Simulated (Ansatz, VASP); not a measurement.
# CdTe: VASP beside Ansatz

Aim: how closely do two programs agree when they are given the same cell, functional and k mesh? Of the first pair: The cell is taken from a series of VASP runs on this material, whose earlier steps may have relaxed, scaled or displaced it; both programs get it as it stands. Valence electrons are named where the data sets of a main pair hold unlike numbers.

Method: plane waves, with VASP 6.6.1 beside it; relaxation of cell and atoms at PBE and single point at HSE06, in Ansatz 0.2.0.

### Step 1. Starting point

The structure is cubic, space group F-43m (No. 216). Conventional cell: a = 6.617 Å, b = 6.617 Å, c = 6.617 Å, α = 90.00°, β = 90.00°, γ = 90.00°. Nearest to Te lie 4 Cd at 2.87 Å. Nearest to Cd lie 4 Te at 2.87 Å. Farther neighbours and most contacts between anions are not listed.

### Step 2. Ansatz: relaxation of cell and atoms, PBE

Ansatz runs on its default PAW (the set named soft_2) files.

The relaxed volume is the usual yardstick between codes: in a stiff, nearly cubic crystal its relative difference is about their pressure difference at one cell divided by the bulk modulus.

input.yaml

```yaml
crystal:
  lattice:
    - [0.0, 3.3086245723, 3.3086245723]
    - [3.3086245723, 0.0, 3.3086245723]
    - [3.3086245723, 3.3086245723, 0.0]
  atoms:
    - { symbol: Te, position: [0.75, 0.75, 0.75] }
    - { symbol: Cd, position: [0.0, 0.0, 0.0] }
hamiltonian:
  xc: pbe
  pseudopotentials: { kind: paw }
kpoints:
  mp_grid: { grid: [6, 6, 6] }
scf:
  occupations: { method: gaussian, width: 0.03 }
relax:
  f_tol: 0.01
  max_steps: 60
  cell: { stress_tol: 0.05 }
output:
  forces: true
  stress: true
  write_density: true
  write_potential: true
  elf: true
  volumetric_format: npy
```

The run is started by

```console
> ansatz run input.yaml --threads 4 --pin off --max-ram 9216MiB --backend cpu --events-out ev --progress --plain --runs-dir out
```

Numbers of over 12 decimals in the logs are rounded to 6 here.

Log:

```text
Engine: ansatz 0.2.0, x86_64-unknown-linux-gnu
Pseudopotentials: kind: paw
Pseudopotential: Te, paw, valence charge 16, recommended cutoff 420 eV (normal), Te.paw.azcp
Pseudopotential: Cd, paw, valence charge 20, recommended cutoff 420 eV (normal), Cd.paw.azcp
Functional definition: PBE
  parameter kappa = 0.804
  parameter beta = 0.066725
  exchange = pbe_x(kappa = kappa, mu = beta*pi^2/3)
  correlation = pbe_c(beta = beta)
Crystal: 2 atoms, lattice volume = 72.439 Å³
Basis set: ecut = 420 eV, 1411 PW (Γ), exchange–correlation on 64×64×64 points (8 copies of the dense FFT grid, shifted against one another)
Bands: 22, of which v1, the nominal top of the filled ones, is band 18 counted from 1 (17 counted from 0)
Symmetry: 24 space group operations
Space group: F-43m (ITA 216), of the structure as read, at distance tolerance 4.2e-5 Å
k-points: 16 of 216 (time reversal used)
Non-local potential: Te, projectors of the file, l = 0: 2, l = 1: 2, l = 2: 2, l = 3: 2
Non-local potential: Cd, projectors of the file, l = 0: 3, l = 1: 2, l = 2: 2, l = 3: 1
PAW form: soft (Blöchl's): semilocal exchange-correlation on the pseudo side does not see the compensation charge
PAW one-centre angular grid: Te, 590 points (default); XC on 64 Gauss nodes
PAW one-centre angular grid: Cd, 590 points (default); XC on 64 Gauss nodes
Initial density: superposition of atomic densities (neutral atoms: chi_scale 0, normalization atom), corrected by the library's trained network
Initial wavefunctions: pseudopotential atomic-orbital guess
Functional: x = pbe(κ = 0.804, μ = 0.219515), c = pbe(β = 0.066725)
SCF iter   1: F=—  HF=-15235.334311 eV  |F-HF|=—  |Δ(HF+E_count)|=         —  Δρ=1.36e-3  dr2=3.42e-3  ethr=1.77e-3  ⟨swp⟩=6.2  Hψ=1675  notcnv=0
preconditioner: auto → none  [insulator: Δε(μ)=0.561 eV  Ē_g=11.168 eV  σ=0.030 eV  W_gap=1.00  n_scr=14 (ndim 8)  ℏωp=18.5 eV  f_vac=0.207  D(μ)=0.00/eV (n_scr^D=0)  ε∞_Penn≈3.7]
SCF iter   2: F=—  HF=-15235.333619 eV  |F-HF|=—  |Δ(HF+E_count)|=   6.92e-4  Δρ=5.05e-4  dr2=1.90e-4  ethr=9.50e-6  ⟨swp⟩=2.1  Hψ=689  notcnv=0
SCF iter   3: F=—  HF=-15235.333686 eV  |F-HF|=—  |Δ(HF+E_count)|=   6.74e-5  Δρ=1.82e-4  dr2=2.52e-5  ethr=5.28e-7  ⟨swp⟩=3.0  Hψ=644  notcnv=0
SCF iter   4: F=—  HF=-15235.333728 eV  |F-HF|=—  |Δ(HF+E_count)|=   4.17e-5  Δρ=8.01e-5  dr2=6.79e-6  ethr=7.00e-8  ⟨swp⟩=2.4  Hψ=566  notcnv=0
SCF iter   5: F=—  HF=-15235.333743 eV  |F-HF|=—  |Δ(HF+E_count)|=   1.47e-5  Δρ=2.26e-5  dr2=4.46e-7  ethr=1.89e-8  ⟨swp⟩=2.0  Hψ=496  notcnv=0
SCF iter   6: F=-15235.333745 eV  HF=-15235.333745 eV  |F-HF|=3.94e-8  |Δ(HF+E_count)|=   2.06e-6  Δρ=2.91e-6  dr2=7.75e-9  ethr=2.78e-10  ⟨swp⟩=9.9  Hψ=2167  notcnv=0
SCF 1 converged in 6 iterations: F = -15235.333745 eV  dr2 = 7.75e-9
  greatest PAW one-centre occupation: 1.000 electrons in one spin orbital (limit 2), on the Cd atom at site 1 (counted from 0), in its partial waves of l = 0
relax step   1: F+E_penalty+E_count = -15235.33374464 eV  Δ(F+E_penalty+E_count) = +0.000e0 eV  max|allowed force component| = 8.211e-17 eV/Å  Δτ_max = 0.0000 Å  P = +0.029 GPa  Ω = 72.439 Å³  (6 SCF iters, dr2 threshold 1.00e-7 eV, accepted)
Initial density: handed on by an earlier stage of this run
Initial wavefunctions: pseudopotential atomic-orbital guess (no wavefunctions were taken with the density)
iter 1 solved again at ethr=1.02e-7 eV; its pass at ethr=3.10e-3 eV (dr2=3.69e-5 eV) is discarded
SCF iter   1: F=—  HF=-15235.333750 eV  |F-HF|=—  |Δ(HF+E_count)|=         —  Δρ=2.81e-6  dr2=7.48e-9  ethr=1.02e-7  ⟨swp⟩=4.0  Hψ=2632  notcnv=0
eigensolver tolerance schedule: the retry pair's looser diagonalisation over-reported the residual by 4926.90 of it (diagonalisation noise at 0.19 of the residual, at the tolerance the schedule requests for it); recorded, not acted on — ethr = c·dr2/N_el stays at c = 1.0e-1
preconditioner: auto → none  [insulator: Δε(μ)=0.585 eV  Ē_g=11.155 eV  σ=0.030 eV  W_gap=1.00  n_scr=14 (ndim 8)  ℏωp=18.5 eV  f_vac=0.206  D(μ)=0.00/eV (n_scr^D=0)  ε∞_Penn≈3.8]
SCF iter   2: F=—  HF=-15235.333745 eV  |F-HF|=—  |Δ(HF+E_count)|=   4.99e-6  Δρ=1.68e-6  dr2=2.29e-9  ethr=2.08e-11  ⟨swp⟩=3.6  Hψ=773  notcnv=0
SCF iter   3: F=—  HF=-15235.333745 eV  |F-HF|=—  |Δ(HF+E_count)|=   1.66e-8  Δρ=1.37e-6  dr2=1.23e-9  ethr=6.37e-12  ⟨swp⟩=2.1  Hψ=633  notcnv=0
SCF iter   4: F=—  HF=-15235.333745 eV  |F-HF|=—  |Δ(HF+E_count)|=  3.04e-10  Δρ=2.85e-7  dr2=3.72e-11  ethr=3.43e-12  ⟨swp⟩=2.0  Hψ=480  notcnv=0
SCF iter   5: F=-15235.333745 eV  HF=-15235.333745 eV  |F-HF|=7.28e-12  |Δ(HF+E_count)|=  1.64e-11  Δρ=9.67e-8  dr2=6.17e-12  ethr=1.00e-12  ⟨swp⟩=6.3  Hψ=1607  notcnv=0
SCF 2 converged in 5 iterations: F = -15235.333745 eV  dr2 = 6.17e-12
relax step   2: F+E_penalty+E_count = -15235.33374465 eV  Δ(F+E_penalty+E_count) = -8.162e-9 eV  max|allowed force component| = 9.252e-17 eV/Å  Δτ_max = 0.0000 Å  P = +0.029 GPa  Ω = 72.439 Å³  stress off target by 2.88e-2 GPa  SCF on the basis re-selected at this cell (its energy is not comparable with the rows above)  (5 SCF iters)
basis re-selected at this cell: Δ(F+E_penalty+E_count) = -8.162e-9 eV, ΔP = +0.000 GPa vs the last step (what re-selecting the basis moved, of the pressure what is left beyond the Pulay correction that the steps carried, after the strain that the cell walked since its last selection, with what the two solves' SCF thresholds leave and, on support functions, any second-order correction that the steps lacked; it is no m [...]
SCF converged after 5 iterations
Free energy (F): -15235.333745 eV
Harris-Foulkes:  -15235.333745 eV  (|F-HF|=7.28e-12)
Internal energy: -15235.333745 eV  (E = F + TS)
E sigma→0 (E₀):  -15235.333745 eV
Fermi energy:    6.904178 eV
--- Per-component energies (eV) ---
  E_band       = -814.890313
  E_kinetic    = 684.575456
  E_local      = -5554.727129  (includes V_loc(G=0)·N_el)
  E_nonlocal   = -276.727625
  E_hartree    = 2788.952994
  E_xc         = -300.464222
  E_vxc        = -324.994318  (∫ρ·V_xc dr)
  E_paw        = -8746.058532  (= ΣΔE_a)
  E_vpaw       = -920.922648  (= ΣTr[D̂ρ^β])
  E_aug_tail   = -0.000158  (compensation charges beyond the density's cutoff)
  E_ewald      = -3830.884530
  E_smearing   = -0.000000  (= −TS)
  E_closure    = 0.000000  (closes the sum)
  Σ components = -15235.333745   (vs F -15235.333745, Δ=0.00e0)
--- Forces (eV/Å), atoms counted from 1 ---
  atom   1  Te     0.00000000    -0.00000000    -0.00000000
  atom   2  Cd    -0.00000000     0.00000000     0.00000000
  max |Σ_I F_I| component: 1.48e-16 eV/Å
--- Stress (GPa, compression-positive) ---
        0.028809       0.000000      -0.000000
        0.000000       0.028809       0.000000
       -0.000000       0.000000       0.028809
  P = ⅓ Tr σ = 0.0288 GPa (0.288 kbar)
--- Band table (eV; the first three rows and the last of 16) ---
  k-point 0: bands = [... 14 lower, -1.2592, 6.6110, 6.6110, 6.6110, 7.1957, 11.2617, 11.2617, 11.2617]
  k-point 1: bands = [... 14 lower, -1.2600, 4.9541, 6.4116, 6.4116, 8.3158, 11.3115, 11.5726, 11.5726]
  k-point 2: bands = [... 14 lower, -1.1558, 3.2762, 6.0732, 6.0732, 8.4616, 11.8550, 11.8550, 12.6936]
  k-point 15: bands = [... 14 lower, -0.7878, 2.6864, 4.6319, 4.7347, 10.2045, 10.4610, 13.1730, 13.5117]
--- Relaxed structure (1 steps of the walk, 1 accepted, 1 SCFs on fresh bases) ---
  F+E_penalty+E_count = -15235.33374465 eV   max|allowed force component| = 9.252e-17 eV/Å   (the final SCF, on the basis selected at the relaxed cell)
  cell:  # Å, volume = 72.4390 Å³
    - [0.0, 3.3086245723, 3.3086245723]
    - [3.3086245723, 0.0, 3.3086245723]
    - [3.3086245723, 3.3086245723, 0.0]
  atoms:
    - { symbol: Te, position: [0.75, 0.75, 0.75] }
    - { symbol: Cd, position: [0.0, 0.0, 0.0] }
```

It took 2.2 s on 4 threads of Intel Xeon Platinum 8488C (Sapphire Rapids), shared host; peak memory 0.45 GiB; 4.6 s of CPU time.

### Step 3. VASP: relaxation of cell and atoms, PBE

The same cell, functional, mesh and smearing now go to VASP, with its own data sets.

Lines of VASP's logs that name or quote its potential files are left out, and so is its time.

INCAR

```
SYSTEM = CdTe
PREC = Accurate
ENCUT = 450
EDIFF = 1E-06
NELM = 100
ISMEAR = 0
SIGMA = 0.03
LREAL = .FALSE.
ALGO = Normal
GGA = PE
NBANDS = 15
LORBIT = 11
LWAVE = .FALSE.
LCHARG = .FALSE.
KPAR = 4
IBRION = 2
NSW = 50
ISIF = 3
EDIFFG = -0.004
```

POSCAR

```
CdTe
1.0
    0.0000000000      3.3086245723      3.3086245723
    3.3086245723      0.0000000000      3.3086245723
    3.3086245723      3.3086245723      0.0000000000
Te Cd
1 1
Direct
    0.7500000000      0.7500000000      0.7500000000
    0.0000000000      0.0000000000      0.0000000000
```

KPOINTS

```
Automatic mesh
0
Gamma
6 6 6
0 0 0
```

The projector-augmented-wave data sets are Te and Cd (PBE family, release 64).

The run is started by

```console
> mpirun -np 4 vasp_std
```

Log:

```text
[banner, memory and clock lines left out]
running    4 mpi-ranks, on    1 nodes
 distrk:  each k-point on    1 cores,    4 groups
 distr:  one band on    1 cores,    1 groups

 POSCAR found type information on POSCAR TeCd
 POSCAR found :  2 types and       2 ions
 LDA part: xc-table for (Slater+PW92), standard interpolation
 POSCAR, INCAR and KPOINTS ok, starting setup
 FFT: planning ... GRIDC
 FFT: planning ... GRID_SOFT
 FFT: planning ... GRID
 WAVECAR not read
 entering main loop
       N       E                     dE             d eps       ncg     rms          rms(c)
DAV:   1     0.953355330680E+02    0.95336E+02   -0.77050E+03   480   0.924E+02
DAV:   2    -0.145410121637E+01   -0.96790E+02   -0.92460E+02   550   0.231E+02
DAV:   3    -0.500880533959E+01   -0.35547E+01   -0.35496E+01   585   0.480E+01
DAV:   4    -0.504303930940E+01   -0.34234E-01   -0.34233E-01   692   0.402E+00
DAV:   5    -0.504312642192E+01   -0.87113E-04   -0.87112E-04   641   0.190E-01    0.493E+00
DAV:   6    -0.481962541843E+01    0.22350E+00   -0.39837E-01   508   0.744E+00    0.414E+00
DAV:   7    -0.480444760851E+01    0.15178E-01   -0.10780E-01   550   0.216E+00    0.163E+00
DAV:   8    -0.480538229973E+01   -0.93469E-03   -0.97556E-03   515   0.116E+00    0.468E-01
DAV:   9    -0.480575173097E+01   -0.36943E-03   -0.98981E-04   564   0.319E-01    0.978E-02
DAV:  10    -0.480581259617E+01   -0.60865E-04   -0.11211E-04   564   0.105E-01    0.535E-02
DAV:  11    -0.480585804532E+01   -0.45449E-04   -0.84676E-05   529   0.548E-02    0.357E-02
DAV:  12    -0.480585696071E+01    0.10846E-05   -0.32500E-06   571   0.137E-02    0.200E-02
DAV:  13    -0.480585681915E+01    0.14156E-06   -0.60066E-07   436   0.383E-03
   1 F= -.48058568E+01 E0= -.48058568E+01  d E =-.480586E+01
 curvature:   0.00 expect dE= 0.000E+00 dE for cont linesearch  0.000E+00
 trial: gam= 0.00000 g(F)=  0.335E-46 g(S)=  0.356E-04 ort = 0.000E+00 (trialstep = 0.100E+01)
 search vector abs. value=  0.356E-04
 bond charge predicted
       N       E                     dE             d eps       ncg     rms          rms(c)
DAV:   1    -0.480629690061E+01   -0.43994E-03   -0.84293E-03   543   0.106E+00    0.154E-01
DAV:   2    -0.480591901303E+01    0.37789E-03   -0.94072E-04   515   0.433E-01    0.508E-02
DAV:   3    -0.480587728182E+01    0.41731E-04   -0.87672E-05   578   0.928E-02    0.428E-02
DAV:   4    -0.480586828579E+01    0.89960E-05   -0.10006E-05   494   0.221E-02    0.733E-03
DAV:   5    -0.480586748003E+01    0.80576E-06   -0.10268E-06   303   0.124E-02
   2 F= -.48058675E+01 E0= -.48058675E+01  d E =-.106609E-04
 trial-energy change:   -0.000011  1 .order   -0.000012   -0.000036    0.000012
 step:   0.7512(harm=  0.7512)  dis= 0.00000  next Energy=    -4.805870 (dE=-0.134E-04)
 reached required accuracy - stopping structural energy minimisation
```

Parts of OUTCAR (step 3):

```text
ion  position               nearest neighbor table
   1  0.750  0.750  0.750-   2 2.87   2 2.87   2 2.87   2 2.87
   2  0.000  0.000  0.000-   1 2.87   1 2.87   1 2.87   1 2.87

  LATTYP: Found a face centered cubic cell.
 ALAT       =     6.6172491446

 Subroutine GETGRP returns: Found 24 space group operations
 (whereof 24 operations were pure point group operations)

The static configuration has the point symmetry T_d .

 Found     16 irreducible k-points:

   k-points           NKPTS =     16   k-points in BZ     NKDIM =     16   number of bands    NBANDS=     15

   dimension x,y,z NGX =    32 NGY =   32 NGZ =   32
   dimension x,y,z NGXF=    64 NGYF=   64 NGZF=   64

   ENCUT  =  450.0 eV  33.07 Ry    5.75 a.u.   8.09  8.09  8.09*2*pi/ulx,y,z

   NELECT =      18.0000    total number of electrons

 k-points in reciprocal lattice and weights: Automatic mesh
   0.00000000  0.00000000  0.00000000       0.005
   0.16666667  0.00000000  0.00000000       0.037
   0.33333333  0.00000000  0.00000000       0.037
   0.50000000  0.00000000  0.00000000       0.019
   0.16666667  0.16666667  0.00000000       0.028
   0.33333333  0.16666667  0.00000000       0.111
   0.50000000  0.16666667  0.00000000       0.111
  -0.33333333  0.16666667  0.00000000       0.111
  -0.16666667  0.16666667  0.00000000       0.056
[...]
-0.33333333  0.33333333  0.16666667       0.111
  -0.33333333  0.50000000  0.16666667       0.056

 average (electrostatic) potential at core
       1 -91.7882       2 -39.4896

 E-fermi :   1.9478

 k-point     1 :       0.0000    0.0000    0.0000
  band No.  band energies     occupation
    ...
      5      -6.0853      2.00000
      6      -6.0853      2.00000
      7       1.7914      2.00000
      8       1.7914      2.00000
      9       1.7914      2.00000
     10       2.3678      0.00000
     11       6.4276      0.00000
     12       6.4276      0.00000
     13       6.4276      0.00000
     14       9.1633      0.00000
    ...

 k-point     2 :       0.1667    0.0000    0.0000
  band No.  band energies     occupation
    ...
      5      -6.0861      2.00000
      6      -6.0861      2.00000
      7       0.1315      2.00000
      8       1.5921      2.00000
      9       1.5921      2.00000
     10       3.4903      0.00000
     11       6.4862      0.00000
     12       6.7377      0.00000
     13       6.7377      0.00000
     14      10.1506      0.00000
    ...

 k-point     3 :       0.3333    0.0000    0.0000
  band No.  band energies     occupation
    ...
      5      -6.0827      2.00000
      6      -5.9810      2.00000
      7      -1.5441      2.00000
      8       1.2541      2.00000
      9       1.2541      2.00000
     10       3.6343      0.00000
     11       7.0175      0.00000
     12       7.0175      0.00000
     13       7.8772      0.00000
     14       9.8582      0.00000
    ...

  Total       -0.0073472     -0.0073472     -0.0073472     -0.0000000      0.0000000     -0.0000000
  in kB       -0.1622409     -0.1622409     -0.1622409     -0.0000000      0.0000000     -0.0000000
  external PRESSURE =      -0.1622409 kB  Pullay stress =       0.0000000 kB

  energy-cutoff  :      450.00
  volume of cell :       72.56
      direct lattice vectors                 reciprocal lattice vectors
     0.000000000  3.310395451  3.310395451    -0.151039357  0.151039357  0.151039357
     3.310395451 -0.000000000  3.310395451     0.151039357 -0.151039357  0.151039357
     3.310395451  3.310395451 -0.000000000     0.151039357  0.151039357 -0.151039357

 POSITION                                       TOTAL-FORCE (eV/Angst)
 -----------------------------------------------------------------------------------
      4.96559      4.96559      4.96559         0.000000      0.000000      0.000000
      3.31040      3.31040      6.62079        -0.000000     -0.000000     -0.000000
 -----------------------------------------------------------------------------------
    total drift:                                0.000001      0.000001      0.000001

  FREE ENERGIE OF THE ION-ELECTRON SYSTEM (eV)
  ---------------------------------------------------
  free  energy   TOTEN  =        -4.8058674800 eV

  energy  without entropy=       -4.8058674800  energy(sigma->0) =       -4.80586748

 reached required accuracy - stopping structural energy minimisation

 total charge
# of ion       s       p       d       tot
------------------------------------------
    1        1.353   2.033   0.017   3.403
    2        0.461   0.283   9.533  10.277
--------------------------------------------------
tot          1.814   2.316   9.551  13.680

[... 3 further parts left out ...]
```

CONTCAR:

```
CdTe
   1.00000000000000
     0.0000000000000000    3.3103954507965430    3.3103954507965430
     3.3103954507965430   -0.0000000000000000    3.3103954507965430
     3.3103954507965430    3.3103954507965430   -0.0000000000000000
  Te              Cd
     1     1
Direct
     0.7500000000000000    0.7500000000000000    0.7500000000000000
     1.0000000000000000    1.0000000000000000    0.0000000000000000
```

The gap is read on the k-mesh alone, so it is an upper bound where the band edges lie off the mesh. The run keeps the 24 symmetry operations of its start, so it cannot find a distortion of lower symmetry.

### Step 4. Differences

Known differences besides the potentials themselves: both relaxations stop at a tolerance, which leaves soft axes loose, and VASP keeps its plane-wave basis; the data sets hold 36 valence electrons in Ansatz (on its default PAW (the set named soft_2) files) and 18 in VASP; the cutoff is 420 eV in Ansatz and 450 eV in VASP; VASP leaves aspherical gradient terms in its spheres out (LASPH is not set), Ansatz keeps them; Ansatz adds a Pulay correction to the stress that steers its cell, VASP none. Total energies have different zeros and are not compared.

Compared:

| quantity | Ansatz | VASP | difference |
| --- | --- | --- | --- |
| volume (Å³) | 72.44 | 72.56 | -0.16 % |
| edge a after relaxation, in the typed setting (Å) | 4.679 | 4.682 | -0.05 % |

The walks stopped with 0.03 GPa left in Ansatz and -0.02 GPa in VASP; each walk ends within a tolerance, so the volume difference is uncertain by about these residues over the bulk modulus, most in soft cells.

[end of part 1 of 2]

[Lines on the potential files, build, host, timing and source positions are cut from VASP's logs without a mark.]

[Logs are printed without paths, hosts, clocks, repeated set-up lines and the standing remarks that a program may print on its own settings, such as how far it seeks lower states.]

[Hosts, paths, dates, database ids (printed as entryN), source tags and the programs' standing remarks are cut or masked in the printed files.]
